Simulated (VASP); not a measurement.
MoSe2, 6 atoms in the cell. Symmetry: P6_3/mmc, No. 194, hexagonal system. The conventional cell has a = 3.288 Å, b = 3.288 Å, c = 12.900 Å, α = 90.00°, β = 90.00°, γ = 120.00°. Mo (site symmetry -6m2) is surrounded by 6 Se at 2.49 Å. Se (site symmetry 3m) is surrounded by 3 Mo at 2.49 Å. 

* Program: VASP 6.6.1
* Task: band structure
* Functional: revTPSS
* Potentials or basis: VASP PAW PBE potentials, release 64 (Mo_sv, Se)
* Cutoff: 520 eV
* k mesh: 9 × 9 × 2
* Occupations: fermi-dirac, width 0.05 eV
* Spin: no spin polarisation
* Further INCAR settings: ALGO = Normal; EDIFF = 1e-06

Potentials or basis: VASP PAW PBE potentials, release 64 (Mo_sv, Se).

Command:

```bash
$ cat potpaw_PBE.64/Mo_sv/POTCAR potpaw_PBE.64/Se/POTCAR > POTCAR
$ mpirun -np 1 vasp_std > vasp.out
```

Hardware: 1 thread of Intel(R) Xeon(R) Platinum 8488C (Sapphire Rapids), with other jobs on the host.

Task: Estimate the wall time of this run.

Result: Wall time 9.5 min on 1 thread of Intel(R) Xeon(R) Platinum 8488C (Sapphire Rapids), on a shared host, peak memory 0.3 GiB. Counts: scf iterations 65, k points 24.
